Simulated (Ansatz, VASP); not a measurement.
This is a calculation of GaSb for Ansatz 0.2.0.

Contents of input.yaml:

```yaml
crystal:
  lattice:
    - [0.0, 3.059, 3.059]
    - [3.059, 0.0, 3.059]
    - [3.059, 3.059, 0.0]
  atoms:
    - { symbol: Sb, position: [0.75, 0.75, 0.75] }
    - { symbol: Ga, position: [0.0, 0.0, 0.0] }
hamiltonian:
  xc: lda
  pseudopotentials: { kind: paw }
kpoints:
  mp_grid: { grid: [8, 8, 8] }
scf:
  occupations: { method: fermi_dirac, width: 0.05 }
output:
  forces: true
  stress: true
relax:
  f_tol: 0.01
  max_steps: 40
  cell: { stress_tol: 0.05 }
```

Potentials or basis: Ansatz PAW.

Launch:

```bash
$ ansatz run input.yaml --threads 2 --pin off --max-ram 5120MiB --backend cpu --events-out ev --progress --plain --runs-dir out
```

Question: Translate it to VASP 6.6.1. Potentials there: VASP PAW LDA potentials, release 64 (Sb, Ga_d).

Answer: As run (the cutoff follows the program's own potentials):

File INCAR:

```
PREC = Accurate ; ENCUT = 600
EDIFF = 1E-6 ; ISMEAR = -1
SIGMA = 0.05 ; LREAL = F
LASPH = T ; NELM = 80
ALGO = Fast ; ISIF = 3
LWAVE = F ; LCHARG = F
GGA = CA ; IBRION = 2
NSW = 60 ; EDIFFG = -0.01
```

Contents of KPOINTS:

```
Automatic mesh
0
Gamma
  8 8 8
```

File POSCAR:

```
GaSb
1.0
    0.0000000000      3.0590000000      3.0590000000
    3.0590000000      0.0000000000      3.0590000000
    3.0590000000      3.0590000000      0.0000000000
Sb Ga
1 1
Direct
    0.7500000000      0.7500000000      0.7500000000
    0.0000000000      0.0000000000      0.0000000000
```

Potentials or basis: VASP PAW LDA potentials, release 64 (Sb, Ga_d).

The run is started by

```console
$ cat potpaw_LDA.64/Sb/POTCAR potpaw_LDA.64/Ga_d/POTCAR > POTCAR
$ mpirun -np 1 vasp_std > vasp.out
```

Both were run:

|  | VASP | Ansatz | Ansatz less VASP |
| --- | --- | --- | --- |
| relaxed volume (Å³/atom) | 27.78 | 27.68 | -0.099 |
| relaxed cell length with the largest relative difference (Å) | 4.283 | 4.278 | -0.0051 |
| energy change over the relaxation (meV/atom) | -4 | -5 | -1.0 |

The two sets of potentials don't hold the same shells in valence.

Caveats: the plane-wave basis is chosen anew once the cell has moved, so the energies of steps on either side of that aren't comparable (Ansatz); the PAW data sets come from PBE, with cores solved anew for the run's functional, which leaves a small shift of forces and pressure (Ansatz). A k mesh can miss the band edges. Zero-point motion and thermal expansion aren't in these numbers.
